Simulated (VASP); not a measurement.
**From VASP inputs to Ansatz: SnO (distorted zincblende)**

INCAR

```
PREC = Accurate
ISMEAR = -1
LASPH = .TRUE.
NSW = 0
NBANDS = 17
ISIF = 2
IBRION = -1
LWAVE = .FALSE.
LCHARG = .FALSE.
GGA = CA
SIGMA = 0.02
NELM = 120
LREAL = .FALSE.
EDIFF = 1E-7
ENCUT = 520
```

KPOINTS

```
KPOINTS created by Atomic Simulation Environment
0
Gamma
8 8 8
0 0 0
```

POSCAR

```
Sn O
 1.0000000000000000
    -0.0866000000000000    2.5971000000000002    2.7265000000000001
     2.6943999999999999   -0.0700000000000000    2.7099000000000002
     2.6347000000000000    2.5207999999999999   -0.0103000000000000
 Sn  O
   1   1
Cartesian
  0.1075112800000000  2.6833314900000000  2.7046649300000007
  1.2065245400000000  1.3036885200000001  1.3783254800000000
```

VASP ran with the recommended LDA PAW datasets (20 valence electrons in the cell).

**Question.** Write an Ansatz input for this cell and level of theory.

**Answer.** 

```yaml
crystal:
  lattice:
    - [-0.0866, 2.5971, 2.7265]
    - [2.6944, -0.07, 2.7099]
    - [2.6347, 2.5208, -0.0103]
  atoms:
    - { symbol: Sn, position: [0.9775, 0.0148, 0.0578] }
    - { symbol: O, position: [0.2804, 0.2274, 0.2346] }
kpoints:
  mp_grid: { grid: [8, 8, 8] }
hamiltonian:
  xc: lda
scf:
  occupations: { method: fermi_dirac, width: 0.02 }
  n_extra_bands: 4
output:
  forces: true
  stress: true
  eigenvalues: true
```

Other inputs would serve too.

|  | VASP | Ansatz |
| --- | --- | --- |
| gap between bands v and c on the k mesh | -0.31 eV (bands overlap: a metal) | -0.31 eV (bands overlap: a metal) |
| least direct gap on the k mesh | 0.15 eV | 0.15 eV |
| pressure | 0.9 GPa | 0.8 GPa |
| largest force | 0.86 eV/Å | 0.82 eV/Å |

Datasets and cutoffs are each program's own. VASP's cell holds 20 valence electrons and Ansatz's 20. LDA means the Perdew–Zunger form with relativistic exchange in VASP and the Perdew–Wang form in Ansatz. Ansatz's stress includes a Pulay correction; VASP's doesn't.
